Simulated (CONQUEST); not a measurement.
## AgCl (Chlorargyrite) under changes of volume

One of the cells (20.458 Å³/atom); the others are scaled copies at fixed shape and fractional positions:

```
CELL_PARAMETERS angstrom
3.86787 0.00000 0.00000
0.00000 3.86787 0.00000
0.00000 0.00000 5.47000
ATOMIC_POSITIONS crystal
Ag 0.00000 0.00000 0.00000
Ag 0.50000 0.50000 0.50000
Cl 0.00000 0.00000 0.50000
Cl 0.50000 0.50000 0.00000
```

* Program: CONQUEST 1.3
* Functional: PBE
* Potentials or basis: PseudoDojo NC PBE, DZP, grid of 40 × 40 × 60 points
* k mesh: 7 × 7 × 5
* Occupations: fermi-dirac, width 0.05 eV
* Spin: no spin polarisation

```tsv
volume (Å³/atom)	energy over the lowest point (meV/atom)	pressure (GPa)	gap on the mesh (eV)
19.231	?	?	?
19.640	61.03	7.9	1.20
20.049	42.66	6.6	1.18
20.458	27.27	5.6	1.18
20.868	14.93	4.1	1.18
21.277	6.11	2.9	1.17
21.686	0.00	2.0	1.17
```

Task: What does the run at 19.231 Å³/atom give?

Result: Energy over the lowest point 83.70 meV/atom; pressure 10.0 GPa; gap on the mesh 1.21 eV.

Worked out: A Birch-Murnaghan fit of order 3 (a polynomial in V^(-2/3)) to the other rows has its minimum at 22.28 Å³/atom, just outside them, with B0 = V·E''(V) = 63 GPa (rough, since the energies scatter). It gives 82.53 meV/atom at 19.231 Å³/atom, against the run's 83.70, and -dE/dV = 9.0 GPa, against 10.0. A parabola through the other rows of the gap, of slope -0.637 eV per unit of ln V there, extrapolates to 1.21 eV, against the run's 1.21.

Energies are extrapolated to zero smearing.

Caveats: an odd mesh through Γ misses points on the zone boundary, where band edges often lie; the basis of atomic orbitals isn't converged, which shifts pressures, moduli and gaps; the real-space grid breaks the cell's symmetry a little (some runs). Spin-orbit coupling on Ag is left out.
